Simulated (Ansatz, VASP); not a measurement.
**Two plane-wave programs on Ti**

```
Ti
1.0
     2.89807    0.00000    0.00000
    -1.44904    2.50980    0.00000
     0.00000    0.00000   28.43426
Ti
4
Direct
  0.33333 0.66667 0.21101
  0.66667 0.33333 0.28612
  0.33333 0.66667 0.37000
  0.66667 0.33333 0.44746
```

Alike in both runs: task single point; functional PBEsol; k mesh 15 × 15 × 1; occupations methfessel-paxton of order 1, width 0.1 eV; no spin polarisation.

|  | VASP | Ansatz |
| --- | --- | --- |
| version | VASP 6.6.1 | Ansatz 0.2.0 |
| potentials or method | VASP PAW PBE potentials, release 64 (Ti_sv) | scalar-relativistic, plane waves, PAW |
| plane-wave cutoff (eV) | 520 | 420 |
| valence electrons in the cell | 48 | 48 |

|  | VASP | Ansatz | Ansatz less VASP |
| --- | --- | --- | --- |
| gap on the k mesh at the Fermi level (eV) | none | none | - |
| rms of the force components (eV/Å) | 0.149 | 0.146 | -0.0031 |

Atom by atom the forces differ by 0.006 eV/Å (rms over components). A gap of «none» marks a metal or a gap that the smearing closes. Ansatz warned: «pseudo_functional_mismatch».

Caveats: the PAW data sets were made with another functional, which shifts forces and pressure a little (VASP).
